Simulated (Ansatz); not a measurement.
## NaF: pressure series

The reference is NaF in the rock salt structure (space group Fm-3m, No. 225).

```yaml
crystal:
  lattice:
    - [0.00000, 2.35059, 2.35059]
    - [2.35059, 0.00000, 2.35059]
    - [2.35059, 2.35059, 0.00000]
  atoms:
    - { symbol: Na, position: [0.00000, 0.00000, 0.00000] }
    - { symbol: F, position: [0.50000, 0.50000, 0.50000] }
```

Cell and atoms are relaxed at each pressure.

Computed with DFT with PBE, PAW potentials and a 420 eV plane-wave cutoff in Ansatz (an electronic-structure program), scalar-relativistic without spin-orbit coupling.

| change | electron mass | lattice parameter a | band gap |
|---|---|---|---|
| base | 0.56 mₑ (at Γ) | 4.701 Å | 6.09 eV |
| pressure −2 GPa | 0.57 mₑ (at Γ) | 4.780 Å | 5.84 eV |
| pressure −1 GPa | 0.57 mₑ (at Γ) | [?] | [?] |
| pressure 0.3 GPa | 0.56 mₑ (at Γ) | 4.691 Å | 6.12 eV |
| pressure 0.7 GPa | 0.56 mₑ (at Γ) | 4.678 Å | 6.17 eV |
| pressure 1.5 GPa | 0.56 mₑ (at Γ) | 4.653 Å | 6.25 eV |
| pressure 3 GPa | 0.56 mₑ (at Γ) | 4.610 Å | 6.40 eV |
| pressure 5 GPa | 0.56 mₑ (at Γ) | 4.561 Å | 6.58 eV |
| pressure 7.5 GPa | 0.56 mₑ (at Γ) | 4.508 Å | 6.79 eV |
| pressure 10 GPa | 0.56 mₑ (at Γ) | 4.463 Å | 6.97 eV |

Problem. Fill in the withheld entries from the trend.

Solution. 
- pressure −1 GPa, lattice parameter a: 4.738 Å
- pressure −1 GPa, band gap: 5.97 eV

Load acts through the strain it causes; cell and atoms are relaxed under it. Masses are band curvatures over ±0.01 Å⁻¹ around the edge. Whether these cells are dynamically stable was not tested. No other phases were tried under pressure.
